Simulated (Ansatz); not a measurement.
# AgCl: the cost of one run

Program: Ansatz 0.2.0. Level of theory: DFT PBEsol, scalar-relativistic, plane waves, PAW. These are calculated values, not measurements.

1 further run of the same task is left out (it didn't finish).

## (1) The system as given

It takes space group Pm-3m (No. 221, cubic). Conventional cell: a = 3.434 Å, b = 3.434 Å, c = 3.434 Å, α = 90.00°, β = 90.00°, γ = 90.00°. Ag (site symmetry m-3m) is surrounded by 8 Cl at 2.97 Å. Cl (site symmetry m-3m) has 8 Ag at 2.97 Å as nearest neighbours.

As a file:

```cif
data_structure
_symmetry_space_group_name_H-M 'P 1'
_symmetry_Int_Tables_number 1
_cell_length_a 3.4340
_cell_length_b 3.4340
_cell_length_c 3.4340
_cell_angle_alpha 90.000
_cell_angle_beta 90.000
_cell_angle_gamma 90.000
_cell_volume 40.49
loop_
_atom_site_label
_atom_site_type_symbol
_atom_site_fract_x
_atom_site_fract_y
_atom_site_fract_z
_atom_site_occupancy
Ag1 Ag 0.00000 0.00000 0.00000 1
Cl1 Cl 0.50000 0.50000 0.50000 1
```

The structure comes from the Materials Project (structure only).

## (2) A change within a subgroup

Against the listed cell: strain xx, yy, zz, yz, xz, xy = +2.9, +2.9, +5.9, +0.0, +0.0, +0.0 %; atoms moved by 0.15 Å root mean square, at most 0.15 Å.

The input, input.yaml:

```yaml
crystal:
  lattice:
    - [3.5321846278, 0.0, 0.0]
    - [0.0, 3.5321846278, 0.0]
    - [0.0, 0.0, 3.6352038178]
  atoms:
    - { symbol: Ag, position: [0.0, 0.0, 0.0436811821] }
    - { symbol: Cl, position: [0.5, 0.5, 0.4563188179] }
basis:
  ecutwfc: 420
kpoints:
  mp_grid: { grid: [10, 10, 10] }
hamiltonian:
  xc: pbesol
scf:
  occupations: { method: gaussian, width: 0.05 }
output:
  forces: true
  stress: true
  eigenvalues: true
```

Command:

```sh
> ansatz run input.yaml --threads 1 --pin off --max-ram 1331MiB --backend cpu --events-out ev --progress --plain --runs-dir out
```

Q: Estimate wall time and peak memory on 1 thread of an x86-64 CPU, shared host.

About 15 s, with a peak of 0.41 GiB.
